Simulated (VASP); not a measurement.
# A single sheet of SrHBrO in VASP, part 3 of 3

Wanted: how a single sheet of SrHBrO relaxes, and what it costs to take an electron out.

VASP 6.6.1; PBE with D3(BJ); plane waves and PAW (Br, Sr_sv, H, O).

So far. Step 3 (Going on with the relaxation): The run ended after 5 ionic steps, 0.001 eV below its first step, once the forces on the free atoms met EDIFFG = -0.03. Step 4 (Vacuum level and density of states): The vacuum level lies 6.20 eV above the highest filled level at the upper face; both faces agree, as the slab has next to no dipole.

## 5. Tunnelling image, filled states within 1 eV

A partial density over this window, at constant height above the top atom, is the Tersoff-Hamann picture of a tunnelling image.

Input file INCAR:

```
SYSTEM = SrHBrO
PREC = Normal
ENCUT = 400
EDIFF = 1E-05
NELM = 120
ISMEAR = 0
SIGMA = 0.05
LREAL = .FALSE.
ALGO = Fast
GGA = PE
IVDW = 12
NBANDS = 44
LWAVE = .FALSE.
LCHARG = .FALSE.
ISTART = 1
LPARD = .TRUE.
NBMOD = -2
EINT = -5.129 -4.109
LSEPB = .FALSE.
LSEPK = .FALSE.
```

Input file POSCAR:

```
SrHBrO
1.0
    5.9505773880      0.0000000000      0.0000000000
    4.3689443940      4.0400118980      0.0000000000
    0.0000000000      0.0000000000     19.6503130456
Br Sr H O
2 2 2 2
Direct
    0.4524714482      0.4524714482      0.6183925673
    0.3536875148      0.3536875148      0.3816074327
    0.1545868284      0.1545868284      0.5794045954
    0.6515721346      0.6515721346      0.4205954046
    0.8209011017      0.8209011017      0.5431331239
    0.9852578613      0.9852578613      0.4568668761
    0.7336129908      0.7336129908      0.5363881284
    0.0725459722      0.0725459722      0.4636118716
```

Input file KPOINTS:

```
Automatic mesh
0
Gamma
6 6 1
0 0 0
```

The projector-augmented-wave data sets are Br, Sr_sv, H and O (PBE family, release 64).

The WAVECAR or CHGCAR of an earlier step is read.

Launch:

```
> mpirun -np 4 vasp_std
```

The program printed:

```text
[banner, memory and clock lines left out]
running    4 mpi-ranks, on    1 nodes
 distrk:  each k-point on    4 cores,    1 groups
 distr:  one band on    1 cores,    4 groups

 POSCAR found type information on POSCAR BrSrH O
 POSCAR found :  4 types and       8 ions
 LDA part: xc-table for (Slater+PW92), standard interpolation
 found WAVECAR, reading the header
 POSCAR, INCAR and KPOINTS ok, starting setup
 FFT: planning ... GRIDC
 FFT: planning ... GRID_SOFT
 FFT: planning ... GRID
 reading WAVECAR
 the WAVECAR file was read successfully
Calculating partial charge density.
NDMOD =  -2
Energy range energy from INCAR:   -5.129  -4.109
No KPOINTS given: use all of them.

*****************************************************
* Parameters from pardens
*****************************************************

NBMOD is set to  -2
Selected energy range (EINT)   -5.1290  -4.1090
Selected all k-points to calculate charge density.
k-point no.    1; bands inside the range    6
  19  20  21  22  23  24
k-point no.    2; bands inside the range    6
  19  20  21  22  23  24
k-point no.    3; bands inside the range    6
  19  20  21  22  23  24
k-point no.    4; bands inside the range    6
  19  20  21  22  23  24
k-point no.    5; bands inside the range    6
  19  20  21  22  23  24
k-point no.    6; bands inside the range    6
  19  20  21  22  23  24
k-point no.    7; bands inside the range    6
  19  20  21  22  23  24
k-point no.    8; bands inside the range    6
  19  20  21  22  23  24
k-point no.    9; bands inside the range    6
  19  20  21  22  23  24
k-point no.   10; bands inside the range    7
  18  19  20  21  22  23  24
k-point no.   11; bands inside the range    6
  19  20  21  22  23  24
k-point no.   12; bands inside the range    6
  19  20  21  22  23  24
k-point no.   13; bands inside the range    7
  18  19  20  21  22  23  24
Finished calculating partial charge density.
VASP will stop now.
```

It took 3 s on 4 MPI ranks of Intel Xeon Platinum 8488C (Sapphire Rapids), shared host; 7.1 s of CPU time.

OUTCAR, selected parts (step 5):

```text
   NELECT =      48.0000    total number of electrons

[... 9 parts as in an earlier step ...]

[... 1 further part left out ...]
```

Local density of states in the window along a and b. Constant height, 2.5 Å above the top atom.

Values in units of 1e-3 e/Å³, 12 rows by 16 columns, each cell a mean:
```
0.5 0.5 0.4 0.4 0.3 0.2 0.1 0.1 0.1 0.2 0.2 0.3 0.4 0.4 0.5 0.5
0.6 0.7 0.7 0.7 0.6 0.5 0.3 0.2 0.1 0.1 0.1 0.1 0.2 0.3 0.3 0.5
0.6 0.8 1.1 1.2 1.1 0.9 0.7 0.5 0.3 0.2 0.1 0.1 0.1 0.2 0.2 0.4
0.5 0.9 1.3 1.6 1.8 1.7 1.4 1.0 0.6 0.4 0.2 0.1 0.1 0.1 0.2 0.3
0.4 0.7 1.2 1.8 2.3 2.5 2.3 1.9 1.3 0.8 0.5 0.2 0.1 0.1 0.1 0.2
0.3 0.5 0.9 1.5 2.2 2.8 3.1 2.8 2.2 1.5 0.9 0.5 0.3 0.1 0.1 0.1
0.2 0.3 0.5 1.0 1.6 2.4 3.0 3.3 3.0 2.3 1.6 1.0 0.5 0.3 0.2 0.1
0.1 0.2 0.3 0.5 0.9 1.5 2.2 2.8 3.0 2.7 2.1 1.5 0.9 0.5 0.3 0.2
0.1 0.1 0.1 0.2 0.5 0.8 1.3 1.8 2.3 2.4 2.2 1.7 1.2 0.7 0.4 0.2
0.2 0.1 0.1 0.1 0.2 0.4 0.6 0.9 1.3 1.6 1.7 1.5 1.2 0.9 0.6 0.4
0.3 0.2 0.1 0.1 0.1 0.2 0.3 0.4 0.6 0.8 1.0 1.1 1.0 0.8 0.6 0.4
0.4 0.3 0.2 0.2 0.1 0.1 0.1 0.2 0.3 0.4 0.5 0.6 0.6 0.6 0.6 0.5
```
Columns: along a (fractional) from 0 to 0.983; rows upwards: along b (fractional) from 0 to 0.983.

Partial charge density in the ca plane at fractional y = 0.073, with atoms of O within 0.2 Å of it. It is the smooth field of the valence electrons, not physical close to the nuclei.

Ten even steps from '0' (0.0 Å⁻³) to '9' (1.1 Å⁻³), each cell a mean:
```
00000000000000000000000000000000000000000000
00000000000000000000000000000000000000000000
00000000000000000000000000000000000000000000
00000000000000000000000000000000000000000000
00000000000000000000000000000000000000000000
00000000000111100000000000000000000000000000
00000000000122100000000000000000000000000000
00000000000121100000000000000000000000000000
00000000000111000000000000000000000000000000
00000000000000000000000000000000000000000000
00000000000000000000000000000000000000000000
00000000000000000000000000000000000000000000
00000000000000000000000000000000000000000000
00000000000000014320000000000000000000000000
00000000000000039961000000000000000000000000
00000000000000014431000000000000000000000000
```
Columns run along c (16.0 Å, from fractional 0.15 to 0.97 of the cell), rows up along a (6.0 Å). Atoms in or near the plane, at fractional coordinates: O at (0.46, 0.07).

Shared out to the nearest atoms, the partial charge density (by size) has 74 % on Br; its largest share on one atom is 37 % (Br2), and it takes 3 of the 8 atoms to pass 80 %.

Between its 5th and 95th percentile the partial density varies by a factor of 23, which sets the contrast of the image.

## 6. Tunnelling image, empty states within 1 eV

A partial density over this window, at constant height above the top atom, is the Tersoff-Hamann picture of a tunnelling image.

Changes to INCAR since step 5:

```diff
@@ -17,3 +17,3 @@
 NBMOD = -2
-EINT = -5.129 -4.109
+EINT = -0.048 0.972
 LSEPB = .FALSE.
```

POSCAR is that of step 5.

KPOINTS is that of step 5.

The WAVECAR or CHGCAR of an earlier step is read.

Launch:

```
> mpirun -np 4 vasp_std
```

The program printed:

```text
[banner, memory and clock lines left out]
 POSCAR found type information on POSCAR BrSrH O
 POSCAR found :  4 types and       8 ions
 LDA part: xc-table for (Slater+PW92), standard interpolation
 found WAVECAR, reading the header
 POSCAR, INCAR and KPOINTS ok, starting setup
 FFT: planning ... GRIDC
 FFT: planning ... GRID_SOFT
 FFT: planning ... GRID
 reading WAVECAR
 the WAVECAR file was read successfully
Calculating partial charge density.
NDMOD =  -2
Energy range energy from INCAR:   -0.048   0.972
No KPOINTS given: use all of them.

NBMOD is set to  -2
Selected energy range (EINT)   -0.0480   0.9720
Selected all k-points to calculate charge density.
k-point no.    1; bands inside the range    2
  25  26
k-point no.    2; bands inside the range    1
  25
k-point no.    3; bands inside the range    0

k-point no.    4; bands inside the range    0

k-point no.    5; bands inside the range    2
  25  26
k-point no.    6; bands inside the range    1
  25
k-point no.    7; bands inside the range    0

k-point no.    8; bands inside the range    0

k-point no.    9; bands inside the range    0

k-point no.   10; bands inside the range    1
  25
k-point no.   11; bands inside the range    0

k-point no.   12; bands inside the range    0

k-point no.   13; bands inside the range    0

Finished calculating partial charge density.
VASP will stop now.

[... 2 parts as in an earlier step ...]
```

Wall time 3.6 s (4 MPI ranks); 7 s of CPU time.

Parts of OUTCAR (step 6):

```text
   NELECT =      48.0000    total number of electrons

[... 9 parts as in an earlier step ...]

[... 1 further part left out ...]
```

Local density of states in the window along a and b. Constant height, 2.5 Å above the top atom.

Ten even steps from '0' (1.34 × 1e-3 e/Å³) to '9' (3.35 × 1e-3 e/Å³), each cell a mean:
```
233456788999887655432211000011
122345677888887765543221100001
111234456778888776554322111000
001122345667788777655433211100
000111233456677777765543322111
100001112344566777776654433211
110000011223455677777665543322
221100000112334566777766654433
322110000001123455677777665544
433211000000012334566777776655
554322100000001123456677777766
765443211000000012345667788877
876654322100000001234566788888
888765543210000000123445678888
999887654321100000012234567889
999998765432210000001223456789
999999887654321100000112345678
899999988765432110000011234567
788999999876543221100001123456
567899999987654332110000112334
456789999998765443211100011223
345678899998876544321110001112
```
Columns: along a (fractional) from 0 to 0.983; rows upwards: along b (fractional) from 0 to 0.983.

Partial charge density in the ca plane at fractional y = 0.073, with atoms of O within 0.2 Å of it. It is the smooth field of the valence electrons, not physical close to the nuclei.

Values in units of 1e-2 Å⁻³, 9 rows by 16 columns, each cell a mean:
```
 0.0  0.1  0.3  0.4  0.4  0.2  0.2  0.2  0.3  0.3  0.4  0.2  0.1  0.0  0.0  0.0
 0.0  0.1  0.2  0.3  0.3  0.4  0.4  0.4  0.3  0.2  0.2  0.2  0.1  0.0  0.0  0.0
 0.0  0.1  0.2  0.2  0.1  0.2  0.4  0.4  0.3  0.2  0.2  0.2  0.1  0.0  0.0  0.0
 0.0  0.1  0.2  0.1  0.1  0.1  0.3  0.3  0.3  0.3  0.3  0.2  0.1  0.0  0.0  0.0
 0.0  0.1  0.2  0.2  0.1  0.1  0.2  0.2  0.2  0.5  0.6  0.3  0.1  0.0  0.0  0.0
 0.0  0.1  0.3  0.5  0.3  0.1  0.2  0.2 -0.1  0.6  0.9  0.4  0.2  0.0  0.0  0.0
 0.0  0.1  0.4  0.7  0.5  0.2  0.2  0.2  1.1  0.3  1.1  0.5  0.2  0.0  0.0  0.0
 0.0  0.1  0.4  0.7  0.6  0.2  0.5  0.2  0.7  0.3  1.0  0.5  0.2  0.0  0.0  0.0
 0.0  0.1  0.3  0.6  0.5  0.4  2.3  0.1  0.1  0.4  0.6  0.4  0.1  0.0  0.0  0.0
```
Columns run along c (16.0 Å, from fractional 0.15 to 0.97 of the cell), rows up along a (6.0 Å). Atoms in or near the plane, at fractional coordinates: O at (0.46, 0.07).

Shared out to the nearest atoms, the partial charge density (by size) has 40 % on Sr; its largest share on one atom is 20 % (Sr3), and it takes 5 of the 8 atoms to pass 80 %.

Between its 5th and 95th percentile the partial density varies by a factor of 2.2, which sets the contrast of the image.

## 7. Derived quantities

This step: slab, PBE + D3(BJ); plane waves and PAW (VASP 6.6.1).

Derived from the runs above.

This step gave:

```
ionisation potential at the upper face : 6.195 eV
```

## 8. Slab, other settings

This step: PBE with D3(BJ); plane waves and PAW (Br, Sr_sv, H, O) (VASP 6.6.1).

The run is repeated with some settings moved, to see what they change.

Input file INCAR:

```
SYSTEM = SrHBrO
PREC = Normal
ENCUT = 400
EDIFF = 1E-06
NELM = 120
ISMEAR = 0
SIGMA = 0.05
LREAL = .FALSE.
ALGO = Fast
GGA = PE
IVDW = 12
NBANDS = 32
LORBIT = 11
LWAVE = .FALSE.
LCHARG = .FALSE.
KPAR = 4
IDIPOL = 3
LDIPOL = .TRUE.
DIPOL = 0.5 0.5 0.5
LVHAR = .TRUE.
LVACPOTAV = .TRUE.
NELECT = 47.5
```

POSCAR is that of step 6.

KPOINTS is that of step 6.

Launch:

```
> mpirun -np 4 vasp_std
```

The program printed:

```text
[banner, memory and clock lines left out]
running    4 mpi-ranks, on    1 nodes
[...]
|                                                                             |
|     EEEEEEE  RRRRRR   RRRRRR   OOOOOOO  RRRRRR      ###     ###     ###     |
|     E        R     R  R     R  O     O  R     R     ###     ###     ###     |
|     E        R     R  R     R  O     O  R     R     ###     ###     ###     |
|     EEEEE    RRRRRR   RRRRRR   O     O  RRRRRR       #       #       #      |
|     E        R   R    R   R    O     O  R   R                               |
|     E        R    R   R    R   O     O  R    R      ###     ###     ###     |
|     EEEEEEE  R     R  R     R  OOOOOOO  R     R     ###     ###     ###     |
|                                                                             |
|     LDIPOL = .TRUE. must be selected only for cubic supercells, since       |
|     the quadrupole corrections are currently only implemented for this      |
|     specific geometry.                                                      |
|     Please change your box, or set LDIPOL=.FALSE.                           |
|                                                                             |
|       ---->  I REFUSE TO CONTINUE WITH THIS SICK JOB ... BYE!!! <----       |
|                                                                             |

1
1
1
1
```

The job ended after 4.8 s (4 MPI ranks).

Other runs of this cell carry LDIPOL without an error; here NELECT leaves a net charge, and the program allows the two together in cubic cells alone.

VASP stopped before it finished a first electronic cycle.

VASP's message: “LDIPOL = .TRUE. must be selected only for cubic supercells, since the quadrupole corrections are currently only implemented for this”. No number of this run is used.

Settings moved from the usual: NELECT = 47.5.

NELECT differs from the neutral count, so the cell is charged against a uniform background: another system, not a numerical setting.

## 9. Results

| Item | Value |
| --- | --- |
| ionisation potential of the slab | 6.20 eV |

The ionisation potential is 6.20 eV at both faces. The atoms hardly moved within the symmetry of the start. Semilocal band edges put the ionisation potential too low and the gap too small. The cell in the plane was kept as given and was not relaxed here. The slab has a gap, so the level below the vacuum is counted from the highest filled level.

[Lines on the potential files, build, host, timing and source positions are cut from VASP's logs without a mark.]

[Logs are printed without paths, hosts, clocks, repeated set-up lines and the standing remarks that a program may print on its own settings, such as how far it seeks lower states.]

[Hosts, paths, dates, database ids (printed as entryN), source tags and the programs' standing remarks are cut or masked in the printed files.]

[In band tables of VASP the shares of atoms and orbitals are scaled to a sum of 1 inside the atoms' spheres.]

[Runs that stopped without an error message from VASP are left out.]
